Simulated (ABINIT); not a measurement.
CdF2:

```
Cd F
1.0
     0.00000    2.69400    2.69400
     2.69400    0.00000    2.69400
     2.69400    2.69400    0.00000
Cd F
1 2
Direct
  0.00000 0.00000 0.00000
  0.75000 0.75000 0.75000
  0.25000 0.25000 0.25000
```

| Quantity | Value |
| --- | --- |
| Program | ABINIT 10.8.3 (patched build) |
| Task | relaxation of cell and atoms |
| Functional | LDA |
| Potentials or basis | PseudoDojo NC SR LDA v0.4.1 standard |
| Cutoff | 1442 eV |
| k mesh | 7 × 7 × 7 |
| Occupations | fermi-dirac, width 0.05 eV |
| Spin | no spin polarisation |

At the start: pressure -5.7 GPa; volume 13.03 Å³/atom.

Problem. How do energy, volume and symmetry change on relaxing?

Solution. Over 5 steps the energy falls by 12.2 meV/atom and the volume is 12.39 Å³/atom (-5.0 %); space group Fm-3m (No. 225, to 0.05 Å).

Step by step:
| step | energy change (eV) | largest force (eV/Å) | pressure (GPa) | volume (Å³) |
| --- | --- | --- | --- | --- |
| 1 | 0.0000 | 0.0000 | -5.74 | 39.10 |
| 2 | -0.0207 | 0.0000 | -3.93 | 38.42 |
| 3 | -0.0365 | 0.0000 | 0.38 | 37.05 |
| 4 | -0.0367 | 0.0000 | -0.02 | 37.16 |
| 5 | -0.0367 | 0.0000 | 0.00 | 37.16 |

Final structure:
```
Cd F
1.0
     0.00000    2.64852    2.64852
     2.64852    0.00000    2.64852
     2.64852    2.64852    0.00000
Cd F
1 2
Direct
  0.00000 0.00000 0.00000
  0.75000 0.75000 0.75000
  0.25000 0.25000 0.25000
```
